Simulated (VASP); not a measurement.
Wanted: the native input for a VASP 6.6.1 run.

```yaml
Task: relaxation of shape and atoms at fixed volume
Functional: PBE
Potentials_or_basis: VASP PAW PBE potentials, release 64 (Mo, Se)
Cutoff: 300 eV
k_mesh: 5 × 5 × 1
Occupations: gaussian, width 0.03 eV
Spin: no spin polarisation
Further_INCAR_settings: ALGO = Normal; EDIFF = 1e-07; IBRION = 2; EDIFFG = -0.01; NSW = 40; ISIF = 4
```

The structure of MoSe2 lies in POSCAR:

```
MoSe2                                   
1.0
    3.2487397562      0.0000000000      0.0000000000
   -1.6243698781      2.8134911591     -0.0000000000
   -0.0000000000     -0.0000000000     14.4138868163
  Mo              Se            
     2     4
Direct
     0.3333333332999970    0.6666666667000030    0.2500000000000000
     0.6666666667000030    0.3333333332999970    0.7500000000000000
     0.3333333332999970    0.6666666667000030    0.6365775026932494
     0.6666666667000030    0.3333333332999970    0.1365775026932494
     0.3333333332999970    0.6666666667000030    0.8634224973067506
     0.6666666667000030    0.3333333332999970    0.3634224973067507
```

The cell isn't the ideal one: a relaxed cell with its volume scaled by 0.94.

These files were run (other wordings do the same):

INCAR

```
  PREC = Accurate
  ENCUT = 300
  EDIFF = 1E-7
  ISMEAR = 0
  SIGMA = 0.03
  LREAL = F
  LASPH = T
  NELM = 80
  ALGO = Normal
  ISIF = 4
  LWAVE = F
  LCHARG = F
  GGA = PE
  IBRION = 2
  NSW = 40
  EDIFFG = -0.01
  KPAR = 2
```

KPOINTS

```
regular mesh
0
Gamma
  5 5 1
```

Potentials or basis: VASP PAW PBE potentials, release 64 (Mo, Se).

The run is started by

```console
$ cat potpaw_PBE.64/Mo/POTCAR potpaw_PBE.64/Se/POTCAR > POTCAR
$ mpirun -np 2 vasp_std > vasp.out
```

Results of the run:

```yaml
Energy_gained_by_relaxing: 30.3 meV/atom
Ionic_steps: 7
Pressure_after_relaxing: 0.6 GPa
Band_gap_on_the_k_mesh: 1.19 eV, indirect (least direct gap 1.84 eV)
```

Caveat: the k mesh is coarse (spacing up to 0.45 Å⁻¹), so the values aren't converged; an odd mesh through Γ misses points on the zone boundary, where band edges often lie; this functional lacks dispersion, which binds the layers, so the pressure and a relaxed spacing across them are unreliable.

It took 53 s on 2 MPI ranks on Intel(R) Xeon(R) Platinum 8488C (Sapphire Rapids), with other jobs on the host, peak memory 0.15 GiB a rank.
